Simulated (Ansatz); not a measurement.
**Ionic part of the dielectric constant of CsH at 2 GPa, mode by mode**

Theory: DFT LDA, scalar-relativistic, plane waves, PAW (Ansatz 0.2.0). Settings: 420 eV plane-wave cutoff, Γ-centred 8×8×8 mesh, fixed occupations. No spin polarisation. Phonons by linear response, acoustic sum rule imposed.

Symmetry: Fm-3m, No. 225, cubic system. The conventional cell has a = 5.837 Å, b = 5.837 Å, c = 5.837 Å, α = 90.00°, β = 90.00°, γ = 90.00°. Cs (site symmetry m-3m) has 6 H at 2.92 Å as nearest neighbours. H (site symmetry m-3m) has 6 Cs at 2.92 Å as nearest neighbours.

Spin–orbit coupling is left out, which matters for heavy elements.

The primitive cell has V = 49.71 Å³ and ε∞,xx = 4.036. Each polar mode adds Δε = (4.92064×10⁷/V)·S/ν² along x, with S its oscillator strength in e²/amu, ν in cm⁻¹ and V in Å³.

**Question.** From these modes, find each Δε and ε0,xx.
```
ν (cm⁻¹) S_xx (e²/amu)
   551.3          1.407
```

**Answer.**
```tsv
ν (cm⁻¹)	Δε
551.3	4.58
```

The sum is 4.581, so ε0,xx = 8.62; the run's tensor has 8.62.

**Question.** Where do the longitudinal modes lie for a wave vector along x?

**Answer.** At 806 cm⁻¹. The Lyddane–Sachs–Teller product Π(ν_LO/ν_TO)² = 2.14 matches ε0/ε∞ = 2.14.

Cost: 1 run of about 0.4 core-minutes, on Arm Neoverse V1 (shared hosts).